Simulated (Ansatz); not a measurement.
Cs2AgBiBr6:

```
Bi Cs Ag Br
1.0
     0.00000    5.61610    5.61610
     5.61610    0.00000    5.61610
     5.61610    5.61610    0.00000
Bi Cs Ag Br
1 2 1 6
Direct
  0.00000 0.00000 0.00000
  0.75000 0.75000 0.75000
  0.25000 0.25000 0.25000
  0.50000 0.50000 0.50000
  0.74945 0.74945 0.25055
  0.25055 0.25055 0.74945
  0.74945 0.25055 0.25055
  0.74945 0.25055 0.74945
  0.25055 0.74945 0.74945
  0.25055 0.74945 0.25055
```

Base run:

| Property | Result |
| --- | --- |
| Program | Ansatz 0.2.0 |
| Functional | LDA |
| Potentials or basis | Ansatz PAW |
| Cutoff | 420 eV |
| Density cutoff | 1680 eV |
| k mesh | 4 × 4 × 4 |
| Occupations | fermi-dirac, width 0.05 eV |
| Spin | no spin polarisation |
| Hubbard terms | Ag d U = 6 eV |

Its results: band gap on the k mesh 1.48 eV, indirect (least direct gap 2.52 eV); pressure -1.3 GPa; largest force 0.186 eV/Å.

Problem. The run is repeated on the same cell with these changes: hubbard terms from Ag d U = 6 eV to Ag d U = 2 eV. What comes out?

Solution. Band gap on the k mesh 1.27 eV, indirect (least direct gap 2.46 eV); pressure -1.4 GPa; largest force 0.272 eV/Å.

Caveats: spin-orbit coupling is left out, which as a rule narrows the gap of such compounds by several tenths of an eV; the PAW data sets come from PBE, with cores solved anew for the run's functional, which leaves a small shift of forces and pressure.

Not every run made on this cell is shown here.
